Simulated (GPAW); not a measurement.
Runs of GPAW 26.7.0 on Se. Symmetry: P3_121, No. 152, trigonal system. The conventional cell has a = 4.366 Å, b = 4.366 Å, c = 4.954 Å, α = 90.00°, β = 90.00°, γ = 120.00°. Se (site symmetry 2) has 2 Se at 2.37 Å as nearest neighbours. 

```tsv
task	level	potentials or basis	cell	k mesh	cutoff (eV)	smearing	maxiter	optimizer	fmax	max steps	target pressure	mesh quality	gap on the mesh (eV)	pressure (GPa)	largest force (eV/Å)
relaxation of cell and atoms	PBEsol	PAW data sets generated in the run's folder for this functional, pw	relaxed to 2 GPa	6 × 6 × 5	600	fermi-dirac 0.05 eV	150	BFGS	0.02 eV/Å	60	2 GPa	not flagged	(a)	2.1	0.02
relaxation of cell and atoms	PBEsol	PAW data sets generated in the run's folder for this functional, pw	relaxed	6 × 6 × 5	600	fermi-dirac 0.05 eV	150	BFGS	0.02 eV/Å	60	-	not flagged	(b)	-0.1	0.01
relaxation of cell and atoms	PBEsol	PAW data sets generated in the run's folder for this functional, pw	relaxed to 5 GPa	6 × 6 × 5	600	fermi-dirac 0.05 eV	150	BFGS	0.02 eV/Å	60	5 GPa	not flagged	0.77	5.0	-
relaxation of cell and atoms	PBEsol	PAW data sets generated in the run's folder for this functional, pw	relaxed to 30 GPa	6 × 6 × 5	600	fermi-dirac 0.05 eV	150	BFGS	0.02 eV/Å	60	30 GPa	not flagged	none	29.9	0.02
relaxation of cell and atoms	PBEsol	PAW data sets generated in the run's folder for this functional, pw	relaxed to 10 GPa	6 × 6 × 5	600	fermi-dirac 0.05 eV	150	BFGS	0.02 eV/Å	60	10 GPa	not flagged	0.68	10.0	-
relaxation of cell and atoms	PBEsol	PAW data sets generated in the run's folder for this functional, pw	relaxed to 20 GPa	6 × 6 × 5	600	fermi-dirac 0.05 eV	150	BFGS	0.02 eV/Å	60	20 GPa	not flagged	none	19.9	-
single point	PBE	GPAW PAW data sets (gpaw-data 1.2.1), pw	as given	6 × 6 × 5	500	fermi-dirac 0.05 eV	120	-	-	-	-	not flagged	1.31	2.7	0.42
```

Alike in all rows: no spin polarisation.

Task: Estimate the missing entries.

Result: (a) 0.81; (b) 0.88.

Caveats: later steps reuse the first step's grids (some runs); an odd mesh through Γ misses points on the zone boundary, where band edges often lie (some runs); the cutoff is short for stress and forces, so pressures can be off by a GPa or more (some runs).

A k mesh can miss the band edges, and the runs leave out spin-orbit coupling on Se.

A gap of «none» marks a metal or a gap under the smearing width.
